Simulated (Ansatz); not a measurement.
# CdSe (F-43m) in Ansatz: further runs, part 2 of 2

Ansatz 0.2.0. The steps go on from the part before.

**3. Band structure, revPBE**

The input, input.yaml:

```yaml
crystal:
  lattice:
    - [0.0, 3.0702711986, 3.0702711986]
    - [3.0702711986, 0.0, 3.0702711986]
    - [3.0702711986, 3.0702711986, 0.0]
  atoms:
    - { symbol: Cd, position: [0.0, 0.0, 0.0] }
    - { symbol: Se, position: [0.25, 0.25, 0.25] }
hamiltonian:
  xc: revpbe
  pseudopotentials: { kind: paw }
kpoints:
  mp_grid: { grid: [8, 8, 8] }
  band_path:
    path:
      - [[0.0, 0.0, 0.0], [0.5, 0.0, 0.5], [0.5, 0.25, 0.75], [0.375, 0.375, 0.75], [0.0, 0.0, 0.0], [0.5, 0.5, 0.5], [0.625, 0.25, 0.625], [0.5, 0.25, 0.75], [0.5, 0.5, 0.5], [0.375, 0.375, 0.75]]
      - [[0.625, 0.25, 0.625], [0.5, 0.0, 0.5]]
    npoints: 14
scf:
  occupations: { method: fermi_dirac, width: 0.05 }
  n_extra_bands: 6
output:
  forces: true
  stress: true
  eigenvalues: true
  fatbands: true
  write_density: true
  write_potential: true
  elf: true
  volumetric_format: npy
```

Potentials or basis: Ansatz PAW.

Started as:

```
$ ansatz run input.yaml --threads 2 --pin off --max-ram 5120MiB --backend cpu --events-out ev --progress --plain --runs-dir out
```

It took 8.5 s on 2 threads of Arm Neoverse V1, shared host; peak memory 0.38 GiB.

It converged, with:

| Quantity | Value |
| --- | --- |
| Free energy | -13734.9948 eV |
| Pressure | 2.7 GPa |
| Band gap on the k mesh | 0.68 eV, direct |
| Band gap along the path | 0.68 eV, direct |

Levels at the corners of the path, in eV from the valence-band top:
| point | band 16 | band 17 | band 18 | band 19 | band 20 | band 21 |
| --- | --- | --- | --- | --- | --- | --- |
| Γ | 0.00 | 0.00 | 0.00 | 0.68 | 6.00 | 6.00 |
| X | -3.91 | -1.74 | -1.74 | 3.34 | 3.81 | 9.11 |
| W | -3.82 | -2.10 | -2.06 | 4.95 | 5.34 | 6.52 |
| K | -3.85 | -2.36 | -1.42 | 3.82 | 5.17 | 8.34 |
| Γ | 0.00 | 0.00 | 0.00 | 0.68 | 6.00 | 6.00 |
| L | -4.17 | -0.70 | -0.70 | 2.46 | 6.51 | 6.51 |
| U | -3.85 | -2.36 | -1.42 | 3.82 | 5.17 | 8.34 |
| W | -3.82 | -2.10 | -2.06 | 4.95 | 5.34 | 6.52 |
| L | -4.17 | -0.70 | -0.70 | 2.46 | 6.51 | 6.51 |
| K | -3.85 | -2.36 | -1.42 | 3.82 | 5.17 | 8.34 |
| U | -3.85 | -2.36 | -1.42 | 3.82 | 5.17 | 8.34 |
| X | -3.91 | -1.74 | -1.74 | 3.34 | 3.81 | 9.11 |

Caveat: the PAW data sets come from PBE, with cores solved anew for the run's functional, which leaves a small shift of forces and pressure.

**4. Single point, BLYP, 27.21 Å³/atom (volume scaled by 0.94)**

The input, input.yaml:

```yaml
crystal:
  lattice:
    - [0.0, 3.0075950161, 3.0075950161]
    - [3.0075950161, 0.0, 3.0075950161]
    - [3.0075950161, 3.0075950161, 0.0]
  atoms:
    - { symbol: Cd, position: [0.0, 0.0, 0.0] }
    - { symbol: Se, position: [0.25, 0.25, 0.25] }
hamiltonian:
  xc: blyp
  pseudopotentials: { kind: paw }
kpoints:
  mp_grid: { grid: [8, 8, 8] }
scf:
  occupations: { method: fermi_dirac, width: 0.05 }
output:
  forces: true
  stress: true
  eigenvalues: true
```

Started as:

```
$ ansatz run input.yaml --threads 2 --pin off --max-ram 5120MiB --backend cpu --events-out ev --progress --plain --runs-dir out
```

It took 1.7 s on 2 threads of Arm Neoverse V1, shared host; peak memory 0.34 GiB.

It converged, with:

* Free energy: -13751.4527 eV
* Pressure: 8.0 GPa
* Band gap on the k mesh: 0.61 eV, direct

Caveat: the PAW data sets come from PBE, with cores solved anew for the run's functional, which leaves a small shift of forces and pressure.

**5. Single point, BLYP, 27.78 Å³/atom (volume scaled by 0.96)**

Edit input.yaml of step 4 so:

```diff
@@ -2,5 +2,5 @@
   lattice:
-    - [0.0, 3.0075950161, 3.0075950161]
-    - [3.0075950161, 0.0, 3.0075950161]
-    - [3.0075950161, 3.0075950161, 0.0]
+    - [0.0, 3.0287759606, 3.0287759606]
+    - [3.0287759606, 0.0, 3.0287759606]
+    - [3.0287759606, 3.0287759606, 0.0]
   atoms:
```

Started as:

```
$ ansatz run input.yaml --threads 2 --pin off --max-ram 5120MiB --backend cpu --events-out ev --progress --plain --runs-dir out
```

Run time: 1.7 s. Hardware: 2 threads of Arm Neoverse V1, shared host; peak memory 0.34 GiB.

It converged, with:

```
Free energy            : -13751.5049 eV
Pressure               : 6.5 GPa
Band gap on the k mesh : 0.57 eV, direct
```

Caveat: the PAW data sets come from PBE, with cores solved anew for the run's functional, which leaves a small shift of forces and pressure.

**6. Single point, BLYP, 28.36 Å³/atom (volume scaled by 0.98)**

Edit input.yaml of step 5 so:

```diff
@@ -2,5 +2,5 @@
   lattice:
-    - [0.0, 3.0287759606, 3.0287759606]
-    - [3.0287759606, 0.0, 3.0287759606]
-    - [3.0287759606, 3.0287759606, 0.0]
+    - [0.0, 3.0496647307, 3.0496647307]
+    - [3.0496647307, 0.0, 3.0496647307]
+    - [3.0496647307, 3.0496647307, 0.0]
   atoms:
```

Potentials or basis: Ansatz PAW.

Started as:

```
$ ansatz run input.yaml --threads 2 --pin off --max-ram 5120MiB --backend cpu --events-out ev --progress --plain --runs-dir out
```

It took 1.7 s on 2 threads of Arm Neoverse V1, shared host; peak memory 0.34 GiB.

It converged, with:

```
Free energy            : -13751.5471 eV
Pressure               : 5.2 GPa
Band gap on the k mesh : 0.52 eV, direct
```

Caveat: the PAW data sets come from PBE, with cores solved anew for the run's functional, which leaves a small shift of forces and pressure.

**7. Single point, BLYP, 28.94 Å³/atom**

Edit input.yaml of step 6 so:

```diff
@@ -2,5 +2,5 @@
   lattice:
-    - [0.0, 3.0496647307, 3.0496647307]
-    - [3.0496647307, 0.0, 3.0496647307]
-    - [3.0496647307, 3.0496647307, 0.0]
+    - [0.0, 3.0702711986, 3.0702711986]
+    - [3.0702711986, 0.0, 3.0702711986]
+    - [3.0702711986, 3.0702711986, 0.0]
   atoms:
@@ -19 +19,5 @@
   eigenvalues: true
+  write_density: true
+  write_potential: true
+  elf: true
+  volumetric_format: npy
```

Started as:

```
$ ansatz run input.yaml --threads 2 --pin off --max-ram 5120MiB --backend cpu --events-out ev --progress --plain --runs-dir out
```

Run time: 2.4 s. Hardware: 2 threads of Arm Neoverse V1, shared host; peak memory 0.35 GiB.

Results (log left out):

| Quantity | Value |
| --- | --- |
| Free energy | -13751.5802 eV |
| Pressure | 4.0 GPa |
| Band gap on the k mesh | 0.47 eV, direct |

Caveat: the PAW data sets come from PBE, with cores solved anew for the run's functional, which leaves a small shift of forces and pressure.

**8. Single point, BLYP, 29.52 Å³/atom (volume scaled by 1.02)**

The input, input.yaml:

```yaml
crystal:
  lattice:
    - [0.0, 3.090604713, 3.090604713]
    - [3.090604713, 0.0, 3.090604713]
    - [3.090604713, 3.090604713, 0.0]
  atoms:
    - { symbol: Cd, position: [0.0, 0.0, 0.0] }
    - { symbol: Se, position: [0.25, 0.25, 0.25] }
hamiltonian:
  xc: blyp
  pseudopotentials: { kind: paw }
kpoints:
  mp_grid: { grid: [8, 8, 8] }
scf:
  occupations: { method: fermi_dirac, width: 0.05 }
output:
  forces: true
  stress: true
  eigenvalues: true
```

Started as:

```
$ ansatz run input.yaml --threads 2 --pin off --max-ram 5120MiB --backend cpu --events-out ev --progress --plain --runs-dir out
```

Run time: 1.7 s. Hardware: 2 threads of Arm Neoverse V1, shared host; peak memory 0.34 GiB.

It converged, with:

* Free energy: -13751.6053 eV
* Pressure: 2.9 GPa
* Band gap on the k mesh: 0.43 eV, direct

Caveat: the PAW data sets come from PBE, with cores solved anew for the run's functional, which leaves a small shift of forces and pressure.

**9. Single point, BLYP, 30.10 Å³/atom (volume scaled by 1.04)**

Edit input.yaml of step 8 so:

```diff
@@ -2,5 +2,5 @@
   lattice:
-    - [0.0, 3.090604713, 3.090604713]
-    - [3.090604713, 0.0, 3.090604713]
-    - [3.090604713, 3.090604713, 0.0]
+    - [0.0, 3.1106741371, 3.1106741371]
+    - [3.1106741371, 0.0, 3.1106741371]
+    - [3.1106741371, 3.1106741371, 0.0]
   atoms:
```

Potentials or basis: Ansatz PAW.

Started as:

```
$ ansatz run input.yaml --threads 2 --pin off --max-ram 5120MiB --backend cpu --events-out ev --progress --plain --runs-dir out
```

Wall time 2 s (2 threads of Arm Neoverse V1, shared host); peak memory 0.34 GiB.

The run converged. Its results:

| Item | Value |
| --- | --- |
| Free energy | -13751.6229 eV |
| Pressure | 2.0 GPa |
| Band gap on the k mesh | 0.39 eV, direct |

Caveat: the PAW data sets come from PBE, with cores solved anew for the run's functional, which leaves a small shift of forces and pressure.

**10. Single point, BLYP, 30.68 Å³/atom (volume scaled by 1.06)**

Edit input.yaml of step 9 so:

```diff
@@ -2,5 +2,5 @@
   lattice:
-    - [0.0, 3.1106741371, 3.1106741371]
-    - [3.1106741371, 0.0, 3.1106741371]
-    - [3.1106741371, 3.1106741371, 0.0]
+    - [0.0, 3.1304878824, 3.1304878824]
+    - [3.1304878824, 0.0, 3.1304878824]
+    - [3.1304878824, 3.1304878824, 0.0]
   atoms:
```

Started as:

```
$ ansatz run input.yaml --threads 2 --pin off --max-ram 5120MiB --backend cpu --events-out ev --progress --plain --runs-dir out
```

It took 2 s on 2 threads of Arm Neoverse V1, shared host; peak memory 0.34 GiB.

It converged, with:

* Free energy: -13751.6340 eV
* Pressure: 1.1 GPa
* Band gap on the k mesh: 0.34 eV, direct

Caveat: the PAW data sets come from PBE, with cores solved anew for the run's functional, which leaves a small shift of forces and pressure.

**11. Equation of state, BLYP**

Potentials or basis: Ansatz PAW.

No new run: the results of the series are fitted here.

Results:

```yaml
Equilibrium_volume: "31.52 Å³/atom (rough: see the caveat)"
Bulk_modulus: 38 GPa (rough)
```

Energy against volume, from the lowest point:
| volume (Å³/atom) | energy (meV/atom) |
| --- | --- |
| 27.206 | 90.66 |
| 27.784 | 64.53 |
| 28.363 | 43.44 |
| 28.942 | 26.88 |
| 29.521 | 14.38 |
| 30.100 | 5.54 |
| 30.679 | 0.00 |

Caveat: the potentials were made for another functional, which shifts forces and pressure; the minimum lies outside the volumes run.

**12. Summary**

| task | level | k mesh | smearing | atoms under strain | points for each segment of the path | gap on the mesh (eV) | pressure (GPa) |
| --- | --- | --- | --- | --- | --- | --- | --- |
| elastic constants | PBEsol | 6 × 6 × 6 | fixed | relaxed | - | 0.42 | -1.4 |
| band structure | revPBE | 8 × 8 × 8 | fermi-dirac 0.05 eV | - | 14 | 0.68 | 2.7 |
| equation of state | BLYP | 8 × 8 × 8 | fermi-dirac 0.05 eV | - | - | - | - |

Alike in all rows: potentials or basis Ansatz PAW; no spin polarisation; cell as given; cutoff (eV) 420.

Caveats: the PAW data sets come from PBE, with cores solved anew for the run's functional, which leaves a small shift of forces and pressure (some runs); the potentials were made for another functional, which shifts forces and pressure (some runs); the minimum lies outside the volumes run (some runs).

Total energies depend on the potentials used, so only differences within one code and one set of settings carry meaning.
